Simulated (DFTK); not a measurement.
# Nb (Im-3m) in DFTK: notebook

Runs on Nb. Level: PBEsol. Tasks: equation of state, single point.

All numbers are computed with DFTK 0.8.2; they aren't measurements. Logs are shortened: lines on timing, memory, paths and dates and some standing lists are left out, and cuts for length are marked.

**What was measured.**

“Pressure effects on the electronic structure and superconductivity of (TaNb)0.67(HfZrTi)0.33 high entropy alloy”, 2019, arxiv:1910.08312 quotes, for a bulk crystal of Nb: bulk modulus 169 GPa.

The runs below are set against these values where they give the same quantity.

### 1 The structure

It takes space group Im-3m (No. 229, cubic). The conventional cell has a = 3.328 Å, b = 3.328 Å, c = 3.328 Å, α = 90.00°, β = 90.00°, γ = 90.00°. Nb (site symmetry m-3m) has 8 Nb at 2.88 Å as nearest neighbours.

### 2 Equation of state, PBEsol

Input file run.jl:

```julia
using DFTK
using PseudoPotentialData
using Unitful, UnitfulAtomic
using LinearAlgebra, Printf
using AtomsBase
include("save.jl")
disable_threading()

cell = [[-1.66395, 1.66395, 1.66395],
        [1.66395, -1.66395, 1.66395],
        [1.66395, 1.66395, -1.66395]]u"Å"
system = periodic_system([:Nb => [0.0, 0.0, 0.0]],
                         cell; fractional=true)
lattice   = austrip.(hcat(cell_vectors(system)...))
symbols   = atomic_symbol(system, :) .|> Symbol
positions = [lattice \ austrip.(position(system, i)) for i in 1:length(system)]
pseudopotentials = PseudoFamily("cp2k.nc.sr.pbe.v0_1.largecore.gth")
elements = Dict(s => ElementPsp(s, pseudopotentials) for s in unique(symbols))
atoms    = [elements[s] for s in symbols]

build_model(lattice, positions; symmetries=true) =
    model_DFT(lattice, atoms, positions;
              functionals=PBEsol(),
              temperature=austrip(0.05u"eV"),
              smearing=Smearing.FermiDirac(),
              symmetries)
Ecut  = 46.0  # hartree
kgrid = [9, 9, 9]
tol   = 1e-6
to_GPa = ustrip(uconvert(u"GPa", 1u"hartree/bohr^3"))

results["points"] = []
for scale in [0.94, 0.96, 0.98, 1.0, 1.02, 1.04, 1.06]
    println("\n=== scale = ", scale)
    model = build_model(cbrt(scale) * lattice, positions)
    basis = PlaneWaveBasis(model; Ecut, kgrid)
    t0 = time()
    scfres = self_consistent_field(basis;
                                   tol,
                                   nbandsalg=AdaptiveBands(model; n_bands_converge=11))
    seconds = time() - t0
    @printf "SCF: %d iterations, %.1f s\n" scfres.n_iter seconds
    forces = compute_forces_cart(scfres)
    stress = compute_stresses_cart(scfres)
    @printf "V = %.5f Å^3  F = %.8f Ha  max force = %.5f eV/Å  p = %.4f GPa\n" ustrip(auconvert(u"Å^3", model.unit_cell_volume)) scfres.energies.total ustrip(auconvert(u"eV/Å", maximum(norm, forces))) (-tr(stress) / 3 * to_GPa)
    push!(results["points"], save_scf!(scfres; forces, stress, d=Dict{String,Any}("seconds" => seconds, "n_matvec" => get(scfres, :n_matvec, 0))))
end

# third-order Birch-Murnaghan fit in x = V^(-2/3)
V = [0.94, 0.96, 0.98, 1.0, 1.02, 1.04, 1.06] * abs(det(lattice))
E = [p["total"] for p in results["points"]]
x = V .^ (-2 / 3)
c = [x .^ 0 x x .^ 2 x .^ 3] \ E
Δ = c[3]^2 - 3c[2] * c[4]
if Δ > 0
    x0 = (-c[3] + sqrt(Δ)) / 3c[4]
    B0 = 4 / 9 * x0^(7 / 2) * (2c[3] + 6c[4] * x0)
    @printf "V0 = %.4f Å^3  B0 = %.2f GPa\n" ustrip(auconvert(u"Å^3", x0^(-3 / 2))) B0 * to_GPa
end
```

Potentials or basis: cp2k.nc.sr.pbe.v0_1.largecore.gth (PBE, GTH).

Launch:

```sh
> julia --threads=1 run.jl  # save.jl only writes the numbers to a file and isn't shown; printed stress counts tension as positive; times include loading and compiling
```

What it wrote:

```text
=== scale = 0.94
n     Energy            log10(ΔE)   log10(Δρ)   Diag   Δtime
---   ---------------   ---------   ---------   ----   ------
  1   -56.22760060436                    0.09    5.0    8.61s
  2   -56.67780452578       -0.35       -0.10    2.0    7.04s
  3   -56.97532694283       -0.53       -0.48    3.9    10.9s
  4   -57.04047855068       -1.19       -1.52    3.7    8.67s
  5   -57.04072335690       -3.61       -1.76    1.0    6.29s
  6   -57.04091097718       -3.73       -2.33    2.0    4.09s
  7   -57.04092436826       -4.87       -3.30    2.0    5.86s
  8   -57.04092473646       -6.43       -3.88    2.4    7.63s
  9   -57.04092473648      -10.70       -4.08    2.2    4.67s
 10   -57.04092473897       -8.60       -4.43    1.0    6.05s
[... 72 further cycles ...]
  4   -57.03645697605       -1.07       -1.44    3.9    8.91s
  5   -57.03662950604       -3.76       -1.61    1.0    2.76s
  6   -57.03692447828       -3.53       -2.02    1.8    5.04s
  7   -57.03697536677       -4.29       -2.78    1.6    5.95s
  8   -57.03697837175       -5.52       -3.23    2.4    5.24s
  9   -57.03697859929       -6.64       -3.64    2.0    4.98s
 10   -57.03697861783       -7.73       -3.86    1.4    5.82s
 11   -57.03697862926       -7.94       -4.87    1.9    3.54s
 12   -57.03697862940       -9.87       -5.75    2.3    5.84s
 13   -57.03697862940      -11.70       -6.11    2.8    4.11s
SCF: 13 iterations, 75.9 s
V = 19.53380 Å^3  F = -57.03697863 Ha  max force = 0.00000 eV/Å  p = -16.7696 GPa
V0 = 17.5412 Å^3  B0 = 181.82 GPa
```

Run time: 12 min. Hardware: 1 thread of Intel Xeon at 2.50GHz (Skylake/Cascade Lake), shared host; peak memory 1.7 GiB.

What came out:

| Property | Result |
| --- | --- |
| Equilibrium volume | 17.54 Å³/atom |
| Bulk modulus | 182 GPa |
| Pressure derivative of the bulk modulus | 3.6 |

Energy against volume, from the lowest point:
| volume (Å³/atom) | energy (meV/atom) |
| --- | --- |
| 17.322 | 0.88 |
| 17.691 | 0.00 |
| 18.060 | 7.62 |
| 18.428 | 22.91 |
| 18.797 | 45.19 |
| 19.165 | 73.81 |
| 19.534 | 108.26 |

Caveat: GTH potentials come without recommended cutoffs, and this one wasn't checked for convergence; the potentials were made for another functional, which shifts forces and pressure.

### 3 Single point, PBEsol, 17.32 Å³/atom (volume scaled by 0.94)

run.jl is that of step 2.

Potentials or basis: cp2k.nc.sr.pbe.v0_1.largecore.gth (PBE, GTH).

Launch:

```sh
> julia --threads=1 run.jl  # one pass of the loop, scale = 0.94; save.jl only writes the numbers to a file and isn't shown; printed stress counts tension as positive; times include loading and compiling
```

Run time: 87 s. Hardware: 1 thread of Intel Xeon at 2.50GHz (Skylake/Cascade Lake), shared host.

The run converged. Its results:

```yaml
Free_energy: -1552.1626 eV
Pressure: 1.6 GPa
Band_gap_on_the_k_mesh: none (metal or under the smearing width)
```

Caveat: GTH potentials come without recommended cutoffs, and this one wasn't checked for convergence; the potentials were made for another functional, which shifts forces and pressure.

### 4 Single point, PBEsol, 17.69 Å³/atom (volume scaled by 0.96)

run.jl is that of step 3.

Launch:

```sh
> julia --threads=1 run.jl  # one pass of the loop, scale = 0.96; save.jl only writes the numbers to a file and isn't shown; printed stress counts tension as positive; times include loading and compiling
```

Run time: 77 s. Hardware: 1 thread of Intel Xeon at 2.50GHz (Skylake/Cascade Lake), shared host.

Results (log left out):

| Property | Result |
| --- | --- |
| Free energy | -1552.1635 eV |
| Pressure | -2.2 GPa |
| Band gap on the k mesh | none (metal or under the smearing width) |

Caveat: GTH potentials come without recommended cutoffs, and this one wasn't checked for convergence; the potentials were made for another functional, which shifts forces and pressure.

### 5 Single point, PBEsol, 18.06 Å³/atom (volume scaled by 0.98)

run.jl is that of step 4.

Launch:

```sh
> julia --threads=1 run.jl  # one pass of the loop, scale = 0.98; save.jl only writes the numbers to a file and isn't shown; printed stress counts tension as positive; times include loading and compiling
```

It took 78 s on 1 thread of Intel Xeon at 2.50GHz (Skylake/Cascade Lake), shared host.

The run converged. Its results:

| Item | Value |
| --- | --- |
| Free energy | -1552.1559 eV |
| Pressure | -5.7 GPa |
| Band gap on the k mesh | none (metal or under the smearing width) |

Caveat: GTH potentials come without recommended cutoffs, and this one wasn't checked for convergence; the potentials were made for another functional, which shifts forces and pressure.

### 6 Single point, PBEsol, 18.43 Å³/atom

run.jl is that of step 5.

Potentials or basis: cp2k.nc.sr.pbe.v0_1.largecore.gth (PBE, GTH).

Launch:

```sh
> julia --threads=1 run.jl  # one pass of the loop, scale = 1.0; save.jl only writes the numbers to a file and isn't shown; printed stress counts tension as positive; times include loading and compiling
```

Run time: 77 s. Hardware: 1 thread of Intel Xeon at 2.50GHz (Skylake/Cascade Lake), shared host.

The run converged. Its results:

```yaml
Free_energy: -1552.1406 eV
Pressure: -8.9 GPa
Band_gap_on_the_k_mesh: none (metal or under the smearing width)
```

Caveat: GTH potentials come without recommended cutoffs, and this one wasn't checked for convergence; the potentials were made for another functional, which shifts forces and pressure.

### 7 Single point, PBEsol, 18.80 Å³/atom (volume scaled by 1.02)

run.jl is that of step 6.

Launch:

```sh
> julia --threads=1 run.jl  # one pass of the loop, scale = 1.02; save.jl only writes the numbers to a file and isn't shown; printed stress counts tension as positive; times include loading and compiling
```

It took 81 s on 1 thread of Intel Xeon at 2.50GHz (Skylake/Cascade Lake), shared host.

Results (log left out):

```
Free energy            : -1552.1183 eV
Pressure               : -11.8 GPa
Band gap on the k mesh : none (metal or under the smearing width)
```

Caveat: GTH potentials come without recommended cutoffs, and this one wasn't checked for convergence; the potentials were made for another functional, which shifts forces and pressure.

### 8 Single point, PBEsol, 19.17 Å³/atom (volume scaled by 1.04)

run.jl is that of step 7.

Launch:

```sh
> julia --threads=1 run.jl  # one pass of the loop, scale = 1.04; save.jl only writes the numbers to a file and isn't shown; printed stress counts tension as positive; times include loading and compiling
```

It took 89 s on 1 thread of Intel Xeon at 2.50GHz (Skylake/Cascade Lake), shared host.

The run converged. Its results:

- Free energy: -1552.0897 eV
- Pressure: -14.4 GPa
- Band gap on the k mesh: none (metal or under the smearing width)

Caveat: GTH potentials come without recommended cutoffs, and this one wasn't checked for convergence; the potentials were made for another functional, which shifts forces and pressure.

### 9 Single point, PBEsol, 19.53 Å³/atom (volume scaled by 1.06)

run.jl is that of step 8.

Potentials or basis: cp2k.nc.sr.pbe.v0_1.largecore.gth (PBE, GTH).

Launch:

```sh
> julia --threads=1 run.jl  # one pass of the loop, scale = 1.06; save.jl only writes the numbers to a file and isn't shown; printed stress counts tension as positive; times include loading and compiling
```

It took 76 s on 1 thread of Intel Xeon at 2.50GHz (Skylake/Cascade Lake), shared host.

The run converged. Its results:

| Quantity | Value |
| --- | --- |
| Free energy | -1552.0553 eV |
| Pressure | -16.8 GPa |
| Band gap on the k mesh | none (metal or under the smearing width) |

Caveat: GTH potentials come without recommended cutoffs, and this one wasn't checked for convergence; the potentials were made for another functional, which shifts forces and pressure.

### 10 How close it comes

Step 2. A measured bulk modulus of Nb is 169 GPa (quoted in “Pressure effects on the electronic structure and superconductivity of (TaNb)0.67(HfZrTi)0.33 high entropy alloy”, 2019, arxiv:1910.08312); the calculated 182 GPa misses it by +7.6 %. The fit is for a static lattice scaled at fixed shape and fixed fractional positions.
